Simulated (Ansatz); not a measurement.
## Cu: the change of pressure with volume per atom

Periodic Kohn-Sham DFT of a crystal at fixed atoms; pressure and stress are positive in compression; the energy is the free energy less that of spherical unpolarised free atoms; site moments are those in the method's own spheres, positive along +z. The results are calculated, by Ansatz 0.2.0.

Cell of the first row (space group Im-3m, No. 229):
```
cell vectors (Å)
  -1.4134     1.4134     1.4134
   1.4134    -1.4134     1.4134
   1.4134     1.4134    -1.4134
atoms (fractions of the cell vectors)
Cu  0.00000  0.00000  0.00000
```

Settings of every row: method frozen-core PAW; functional PBE; relativity scalar; k mesh 16x16x16; filling fermi-dirac; smearing width 0.08 eV; wave cutoff 420 eV; paw set soft_2.

Atom start moment: 0 on all atoms.

Limits: the cell comes from a prototype or a list of computed structures and needn't be the stable phase.

| row | volume per atom (Å³) | pressure (GPa) |
| --- | --- | --- |
| 1 | 11.295 | 9.874 |
| 2 | 11.769 | 2.899 |
| 3 | 12.009 | ? |
| 4 | 12.249 | -2.645 |
| 5 | 12.73 | -6.982 |

Question: what pressure should row 3 give?

Worked fit of pressure. Take u = (V_r/V)^(2/3) − 1 with V_r = 12.009 Å³ an atom, which is twice the finite (Eulerian) strain; such expansions in the strain, on which the Birch-Murnaghan equation of state is built, carry the rest volume and the bulk modulus. The shown rows have u = 0.04171, 0.01355, -0.01311, -0.03812. Least squares give pressure = −0.0434 + 208.54 × u + 698.71 × u² GPa; a straight line predicts inner rows, each left out in turn, worse (root mean square 0.71 against 0.027 GPa). The rows lie off it by 0.004, -0.012, 0.012, -0.004 (root mean square 0.0089 GPa). The pressure vanishes at u = 0.0002, or V = 12.01 Å³ an atom, and there the bulk modulus at fixed shape and fractions is B = −V dP/dV = (2/3)(1 + u) dP/du = 139 GPa. The withheld row has u = 0, so the fit gives −0.0434 + 208.54 × (0) + 698.71 × (0)² = -0.043 GPa.

The calculation gave -0.042 GPa. The fit lies 0.001 GPa (2.4 % of the value, 0.0059 % of the column's range) below it, one unit of the last digit.
